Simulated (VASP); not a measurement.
Input of a VASP 6.6.1 run:

The input INCAR:

```
  PREC = Accurate
  ENCUT = 520
  EDIFF = 1E-6
  ISMEAR = 0
  SIGMA = 0.15
  LREAL = F
  LASPH = T
  NELM = 100
  ALGO = Fast
  ISIF = 2
  LWAVE = F
  LCHARG = T
  GGA = PE
  LELF = T
  LVHAR = T
  NBANDS = 12
```

The input KPOINTS:

```
regular mesh
0
Gamma
  18 18 18
```

POSCAR

```
Cd
1.0
    0.0000000000      2.1072422625      2.3290572375
    2.1072422625      0.0000000000      2.3290572375
    2.1072422625      2.1072422625      0.0000000000
Cd
1
Direct
    0.0000000000      0.0000000000      0.0000000000
```

Potentials or basis: VASP PAW PBE potentials, release 64 (Cd).

Command:

```bash
$ cat potpaw_PBE.64/Cd/POTCAR > POTCAR
$ mpirun -np 1 vasp_std > vasp.out
```

(1) Estimate the pressure.

(2) What does it give for the band gap on the k mesh?

Answers

(1) 6.4 GPa.

(2) none (metal or under the smearing width).
